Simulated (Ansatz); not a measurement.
Crystal: Hf.

```
Hf
1.0
     4.96233    0.00000    0.00000
    -2.48116    4.29750    0.00000
     0.00000    0.00000    3.08623
Hf
3
Direct
  0.00000 0.00000 0.00000
  0.33333 0.66667 0.50000
  0.66667 0.33333 0.50000
```

This isn't the form of Hf at room conditions, which is hcp.

Base run:

- Program: Ansatz 0.2.0
- Functional: PBEsol
- Potentials or basis: all-electron LAPW, scalar-relativistic
- Cutoff: 247 eV (chosen from the basis error)
- Basis error allowed: 0.002 eV/atom
- k mesh: 6 × 6 × 9
- Occupations: fermi-dirac, width 0.05 eV
- Spin: no spin polarisation

Its results: pressure -2.7 GPa.

Problem. The run is repeated on the same cell with these changes: functional from PBEsol to LDA. What comes out?

Solution. Pressure -6.6 GPa.

LDA binds more tightly than PBEsol, so the same cell stands under less pressure.
